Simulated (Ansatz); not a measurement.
SrO: stable or not

The cell was found from a structure generator's guess, not taken from experiment.

All numbers below come from Ansatz, DFT PBE, scalar-relativistic, plane waves, PAW. Cutoff 420 eV, Γ-centred 8×8×8 mesh (2-atom cell), Gaussian smearing of 0.02 eV, no spin polarisation.

Space group F-43m (No. 216). a = 5.614 Å, b = 5.614 Å, c = 5.614 Å, α = 90.00°, β = 90.00°, γ = 90.00°
| atom | site | symmetry | x | y | z |
| --- | --- | --- | --- | --- | --- |
| Sr | 4b | -43m | 0.5000 | 0.0000 | 0.0000 |
| O | 4c | -43m | 0.2500 | 0.2500 | 0.2500 |

Energies over the elements count from the elements' standard structures at the same level (O₂ as a molecule), with no fitted energy shifts.

Question: These tests were run: energy against the elements; phonons on a 4×4×4 q mesh; elastic tensor. What do they show?

Answer:

```tsv
test	result
energy against the elements	−2.576 eV/atom
phonons on a 4×4×4 q mesh	no imaginary mode on the mesh
elastic tensor	least eigenvalue 13 GPa
```

It fails none of these tests. Whether a mixture of other phases lies lower isn't tested here.

The run for the phonons used an 8×8×8 k mesh. The run for the elastic tensor used an 8×8×8 k mesh. Another cell of SrO relaxed alike, in R3m, lies 30 meV/atom lower, so this cell isn't the stable form at this level.
